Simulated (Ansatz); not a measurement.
# Stationary points along a deformation path in CsPbBr3

Level of theory: Ansatz, DFT PBE, scalar-relativistic, plane waves, PAW. Cutoff 420 eV, Γ-centred 6×6×6 k-points, Gaussian smearing of 0.05 eV. Spin–orbit coupling is left out, which can shift energies with elements as heavy as these. No spin polarisation. Energies are free energies at this smearing, counted from the undisturbed cell; pressure is positive in compression.

The starting cell (as given, not relaxed at this level; it stands at 1.5 GPa, and it needn't be the usual structure):

```yaml
crystal:
  lattice:
    - [5.87000, 0.00000, 0.00000]
    - [0.00000, 5.87000, 0.00000]
    - [0.00000, 0.00000, 5.87000]
  atoms:
    - { symbol: Cs, position: [0.00000, 0.00000, 0.00000] }
    - { symbol: Pb, position: [0.50000, 0.50000, 0.50000] }
    - { symbol: Br, position: [0.00000, 0.50000, 0.50000] }
    - { symbol: Br, position: [0.50000, 0.00000, 0.50000] }
    - { symbol: Br, position: [0.50000, 0.50000, 0.00000] }
```

At fixed volume and fractional coordinates, lengths along (0.577, 0.577, 0.577) are scaled against those across it; ρ is that ratio over its starting value. V = 40.452 Å³/atom. Δσ is the stress along the axis less the mean stress across it (compression positive).

```
    ρ  ΔE (meV/atom)  Δσ (GPa) space group
0.500          499.2     11.06         R-3m
0.600          235.7      6.47         R-3m
0.710           94.9      3.63         R-3m
0.850           19.4      1.47         R-3m
0.930            3.8      0.62         R-3m
1.000            0.0      0.00        Pm-3m
1.200           24.9     -1.72         R-3m
1.410          103.1     -4.30         R-3m
1.700          314.5     -9.59         R-3m
2.000          661.8    -15.61         R-3m
```

Task: How does the stress give the slope of the energy, and where is the energy stationary?

Result: Along the path d ln(length) is 2/3 d ln ρ on the axis and −1/3 d ln ρ across it, so dE/d ln ρ = −(2/3) V Δσ: the energy falls with ρ where Δσ is positive. Δσ vanishes or changes sign at ρ = 1.000 (Pm-3m), a minimum at 0.0 meV/atom. Pairs of stationary points between two samples would go unseen, and could change a minimum read from distant neighbours into a maximum. At ρ = 1.000 the cell is cubic, where symmetry alone makes the stress isotropic and the slope zero.

Symmetry holds off the tilts and polar distortions that many cubic perovskites undergo.